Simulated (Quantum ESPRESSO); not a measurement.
**V in Quantum ESPRESSO: the effect of functional**

Crystal: V.

```
CELL_PARAMETERS angstrom
-1.51435 1.51435 1.51435
1.51435 -1.51435 1.51435
1.51435 1.51435 -1.51435
ATOMIC_POSITIONS crystal
V 0.00000 0.00000 0.00000
```

Alike in all runs:

```yaml
Program: Quantum ESPRESSO 7.5
Task: phonons
Cutoff: 1143 eV
Density_cutoff: 4572 eV
k_mesh: 8 × 8 × 8
Occupations: cold, width 0.2 eV
Spin: collinear spin, ferromagnetic start
Starting_moments: "[2.0] μB"
```

Each run relaxes the cell or the atoms first.

```csv
functional,potentials or basis,relaxed volume (Å³/atom),highest phonon frequency (cm⁻¹)
LDA,PseudoDojo 0.4.1 SR LDA standard,?,?
PBEsol,PseudoDojo 0.4.1 SR PBEsol standard,12.88,325
revPBE,PseudoDojo 0.4.1 SR PBE standard,13.62,310
BLYP,PseudoDojo 0.4.1 SR PBE standard,13.79,606
RPBE,PseudoDojo 0.4.1 SR PBE standard,13.71,308
```

Problem. What does the run with functional LDA give?

Solution. Relaxed volume 12.49 Å³/atom; highest phonon frequency 329 cm⁻¹.

Caveats: all runs use coarse meshes; the mesh is thin for the phonons of a metal; the potentials were made for another functional, which shifts forces and pressure (some runs).

Runs at the PBE level aren't shown here.
